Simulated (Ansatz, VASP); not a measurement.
Two plane-wave programs on Os

```
Os
1.0
     0.00000    2.80743    2.80743
     2.80743    0.00000    2.80743
     2.80743    2.80743    0.00000
Os
2
Cartesian
  0.7019 0.7019 0.7019
  4.9130 4.9130 4.9130
```

Alike in both runs: task single point; functional LDA; k mesh 11 × 11 × 11; occupations fermi-dirac, width 0.1 eV; no spin polarisation.

|  | VASP | Ansatz |
| --- | --- | --- |
| version | VASP 6.6.1 | Ansatz 0.2.0 |
| potentials or method | VASP PAW LDA potentials, release 64 (Os) | plane waves (420 eV) with PAW, scalar-relativistic |
| plane-wave cutoff (eV) | 520 | 420 |
| valence electrons in the cell | 16 | 32 |

```tsv
	VASP	Ansatz	Ansatz less VASP
pressure (GPa)	-16.0	-15.0	+1.00
```

The two sets of potentials don't hold the same shells in valence. Ansatz warned: «pseudo_functional_mismatch».

Caveats: so large a pressure means that the cell lies far from this level's equilibrium, or that cutoff or potentials fall short (VASP). Spin-orbit coupling is left out, which matters for the levels of Os.
